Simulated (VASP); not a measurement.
Crystal: AlP.

```
Al P
1.0
     0.00000    2.73571    2.73571
     2.73571    0.00000    2.73571
     2.73571    2.73571    0.00000
Al P
1 1
Direct
  0.00000 0.00000 0.00000
  0.25000 0.25000 0.25000
```

The cell is a database's computed one.

Base run:

* Program: VASP 6.6.1
* Functional: PBEsol
* Potentials or basis: VASP PAW PBE potentials, release 64 (Al, P)
* Cutoff: 700 eV
* k mesh: 8 × 8 × 8
* Occupations: gaussian, width 0.02 eV
* Spin: no spin polarisation

Its results: band gap on the k mesh 1.45 eV, indirect (least direct gap 3.15 eV); pressure 0.0 GPa.

The run is repeated on the same cell with these changes: functional from PBEsol to r2SCAN; cutoff from 700 eV to 520 eV. What comes out?

Band gap on the k mesh 1.92 eV, indirect (least direct gap 3.95 eV); pressure 0.1 GPa.

r2SCAN gives the wider gap, since meta-GGAs in the generalised Kohn-Sham scheme recover part of the derivative discontinuity.

Caveats: the PAW data sets were made with another functional, which shifts forces and pressure a little.

A k mesh can miss the band edges.
